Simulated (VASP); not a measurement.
# PbS, energy along a vibration (SMASS = -2): which settings are enough?

PbS, Pm-3m (no. 221), atoms displaced along the mode, 2 atoms in the cell. PBE, energy along a line of displacements; PAW potentials Pb_d, S (PBE set). VASP 6.6.1.

Wanted: harmonic frequency within 1 %.

Space group without the displacement: Pm-3m (no. 221); Mode: optical mode at Gamma along [111].

POSCAR of the starting run:
```
PbS
1.0
    3.6536590000      0.0000000000      0.0000000000
    0.0000000000      3.6536590000      0.0000000000
    0.0000000000      0.0000000000      3.6536590000
Pb S
1 1
Direct
   -0.0016939273     -0.0016939273     -0.0016939273
    0.5109476524      0.5109476524      0.5109476524

    0.0015472582   0.0015472582   0.0015472582
   -0.0099997472  -0.0099997472  -0.0099997472
```

The series start from k mesh: 4 × 4 × 4; Cutoff (eV): 340; Step along the mode (Å): 0.02; Electronic threshold (eV): 1e-7. Each series keeps the choices made before it, and each single choice may use up half of a tolerance.

## k mesh

| k mesh | Harmonic frequency (THz) | Time (s) |
|---|---|---|
| 2 × 2 × 2 | -3.398 | 10 |
| 3 × 3 × 3 | -2.889 | 14 |
| 4 × 4 × 4 | -3.016 | 19 |
| 5 × 5 × 5 | -3.299 | 29 |
| 7 × 7 × 7 (reference) | -3.33 | 67 |

## Cutoff (eV)

| Cutoff (eV) | Harmonic frequency (THz) | Time (s) |
|---|---|---|
| 190 | -3.03 | 24 |
| 230 | -3.383 | 47 |
| 260 | -3.325 | 57 |
| 300 | -3.321 | 62 |
| 340 | -3.33 | 67 |
| 390 (reference) | -3.332 | 86 |

## Electronic threshold (eV)

| Electronic threshold (eV) | Harmonic frequency (THz) | Time (s) |
|---|---|---|
| 0.001 | -3.335 | 40 |
| 0.0001 | -3.33 | 45 |
| 1e-5 | -3.33 | 50 |
| 1e-6 | -3.33 | 61 |
| 1e-7 | -3.33 | 87 |
| 1e-8 (reference) | -3.33 | 73 |

## Question

The rows run from the loosest to the tightest. For each series: choose the loosest value from which every tighter one stays within half of the tolerance.

## Answer

- k mesh: 7 × 7 × 7, the tightest run, since the next looser one is off by more than half of the tolerance (convergence isn't shown beyond it)
- Cutoff (eV): 260
- Electronic threshold (eV): 0.001

Also changed on the way, by series that aren't shown: Step along the mode (Å): 0.04.

## All choices together

| Input | Harmonic frequency (THz) | Time (s) |
|---|---|---|
| defaults on a coarse mesh (naive) | -2.92 | 2.0 |
| chosen settings | -3.335 | 40 |
| reference settings throughout | -3.334 | 77 |

The chosen settings stay within the tolerance of the reference run, but the reference itself isn't shown to be converged in: k mesh.

## The input

INCAR:
```
  ALGO = Normal
  EDIFF = 0.001
  ENCUT = 260
  GGA = PE
  IBRION = 0
  ISMEAR = 0
  ISYM = 0
  IWAVPR = 11
  KPAR = 2
  LASPH = T
  LCHARG = F
  LREAL = F
  LWAVE = F
  NELMIN = 4
  NSW = 9
  POTIM = 1
  PREC = Accurate
  SIGMA = 0.03
  SMASS = -2
```

KPOINTS:
```
Automatic mesh
0
Gamma
  7 7 7
  0 0 0
```

POSCAR:
```
PbS
1.0
    3.6536590000      0.0000000000      0.0000000000
    0.0000000000      3.6536590000      0.0000000000
    0.0000000000      0.0000000000      3.6536590000
Pb S
1 1
Direct
   -0.0033878546     -0.0033878546     -0.0033878546
    0.5218953048      0.5218953048      0.5218953048

    0.0030945164   0.0030945164   0.0030945164
   -0.0199994944  -0.0199994944  -0.0199994944
```

Commands:
```
cat potpaw_PBE.64/Pb_d/POTCAR potpaw_PBE.64/S/POTCAR > POTCAR
mpirun -np 2 vasp_std > vasp.out
```

Limits: NELMIN = 4 forces that many electronic steps, so a loose EDIFF looks better here than it is.

The chosen input took VASP 6.6.1 40 s on 2 cores (Intel Xeon Platinum 8488C (Sapphire Rapids)), a shared host.
